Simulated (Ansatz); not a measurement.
ZrC: stiffness from a series of strains

```yaml
crystal:
  lattice:
    - [0.00000, 2.35021, 2.35021]
    - [2.35021, 0.00000, 2.35021]
    - [2.35021, 2.35021, 0.00000]
  atoms:
    - { symbol: Zr, position: [0.50000, 0.50000, 0.50000] }
    - { symbol: C, position: [0.00000, 0.00000, 0.00000] }
```

Atom numbers follow the list: Zr1, C2.

The cell is a measured one (Crystallography Open Database entry 1562921); the temperature and pressure of the measurement aren't taken into account, and nothing was relaxed.

All numbers below come from DFT, PBE, all-electron LAPW, scalar-relativistic in Ansatz 0.2.0.

Sampling and basis: a Γ-centred 15×15×15 k mesh, Fermi–Dirac smearing of 0.05 eV, basis error target 0.25 meV/atom, no spin polarisation.

The strain is applied along the Cartesian axes of the cell as listed (the other components stay zero). Fractional coordinates are held (clamped ions).

σ is the change of stress from the unstrained cell, which is at 1.23 GPa; tension is positive, so slopes are stress–strain coefficients at that pressure. In a metal the k mesh adds noise.

Only quantities that a quadratic follows smoothly over the whole series are listed; rougher ones are left out.

| εxx = εyy | σzz (GPa) | σxx (GPa) |
| --- | --- | --- |
| -0.0300 | -6.81 | -20.71 |
| -0.0200 | -4.46 | -12.99 |
| -0.0100 | -2.18 | -6.11 |
| 0.0000 | 0.00 | 0.00 |
| 0.0200 | 4.07 | 10.18 |
| 0.0300 | 5.93 | 14.39 |

(1) Fit the series and read off the stiffness at zero strain.

(2) One run, at εxx = εyy = 0.0100, is withheld. Predict its row.

Answers

(1) Least-squares fits y = p0 + p1 x + p2 x² to the rows give σzz (GPa): p1 = 213, p2 = -490; σxx (GPa): p1 = 583, p2 = -3500. So 2 C12 = 213 GPa and C11 + C12 = 583 GPa.

(2) The fits give 2.08, 5.50; the run gave 2.09, 5.41.
